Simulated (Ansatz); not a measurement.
# BaTiO3: the cost of one run

Computed with Ansatz 0.2.0 (DFT, PBE, plane-wave PAW, default files, scalar-relativistic, unless a step's input says otherwise).

## (1) The structure to begin with

The structure is trigonal, space group R3m (No. 160). The conventional cell has a = 5.655 Å, b = 5.655 Å, c = 6.953 Å, α = 90.00°, β = 90.00°, γ = 120.00°. Ba (site symmetry 3m) is surrounded by 12 O at 2.79 to 2.88 Å. Ti (site symmetry 3m) has 6 O at 1.88 to 2.14 Å as nearest neighbours. Around O (site symmetry m) lie 2 Ti at 1.88 to 2.14 Å.

Structure file:

```cif
data_structure
_symmetry_space_group_name_H-M 'P 1'
_symmetry_Int_Tables_number 1
_cell_length_a 4.0041
_cell_length_b 4.0041
_cell_length_c 4.0041
_cell_angle_alpha 89.852
_cell_angle_beta 89.852
_cell_angle_gamma 89.852
_cell_volume 64.20
loop_
_atom_site_label
_atom_site_type_symbol
_atom_site_fract_x
_atom_site_fract_y
_atom_site_fract_z
_atom_site_occupancy
Ba1 Ba 0.00000 0.00000 0.00000 1
Ti1 Ti 0.48600 0.48600 0.48600 1
O1 O 0.50840 0.50840 0.01850 1
O2 O 0.01850 0.50840 0.50840 1
O3 O 0.50840 0.01850 0.50840 1
```

The earlier run gave: gap on the mesh 2.41 eV, largest force 0.181 eV/Å, pressure 5.0 GPa.

Like atoms gathered into sites:

| site | atoms | first shell | V_zz (10²¹ V/m²) | η | C_Q (MHz) |
| --- | --- | --- | --- | --- | --- |
| Ba | 1 | 12 O at 2.79–2.88 Å | 0.35 | 0.00 | 1.98 (¹³⁷Ba) |
| Ti | 2 | 6 O at 1.88–2.14 Å | 1.06 | 0.00 | 6.35 (⁴⁹Ti) |
| O | 3, 4, 5 | 2 Ti at 1.88–2.14 Å, angle 173°; also 4 Ba at 2.79–2.88 Å | 2.13 | 0.04 | -1.31 (¹⁷O) |

Conventions: |V_zz| ≥ |V_yy| ≥ |V_xx|, η = (V_xx − V_yy)/V_zz, C_Q = eQV_zz/h. Nuclear quadrupole moments: year-2017 set (Pyykkö).

## (2) Z stretched by -3 %, ions relaxed

input.yaml reads:

```yaml
crystal:
  lattice:
    - [2.8276671207, 1.6325543733, 2.2482000523]
    - [-2.8276671207, 1.6325543733, 2.2482000523]
    - [0.0, -3.2651087466, 2.2482000523]
  atoms:
    - { symbol: Ba, position: [-0.0019543295, -0.0019543295, -0.0019543295] }
    - { symbol: Ti, position: [0.4863644942, 0.4863644942, 0.4863644942] }
    - { symbol: O, position: [0.5100996181, 0.5100996181, 0.0166905991] }
    - { symbol: O, position: [0.0166905991, 0.5100996181, 0.5100996181] }
    - { symbol: O, position: [0.5100996181, 0.0166905991, 0.5100996181] }
kpoints:
  mp_grid: { grid: [8, 8, 8] }
scf:
  occupations: { method: fermi_dirac, width: 0.02 }
hamiltonian:
  xc: pbe
  pseudopotentials: { kind: paw }
output:
  forces: true
  stress: true
  populations: true
  efg:
    quadrupole_moments_barn: { Ba: 0.236, Ti: 0.247, O: -0.02558 }
    contact_densities: true
relax:
  f_tol: 0.02
  max_steps: 60
```

Started as:

```sh
$ ansatz run input.yaml --threads 1 --pin off --max-ram 3072MiB --backend cpu --events-out ev --progress --plain --runs-dir out
```

What time and memory should one allow on 1 thread of Intel Xeon Platinum 8488C (Sapphire Rapids), shared host?

About 51 s, with a peak of 0.56 GiB.
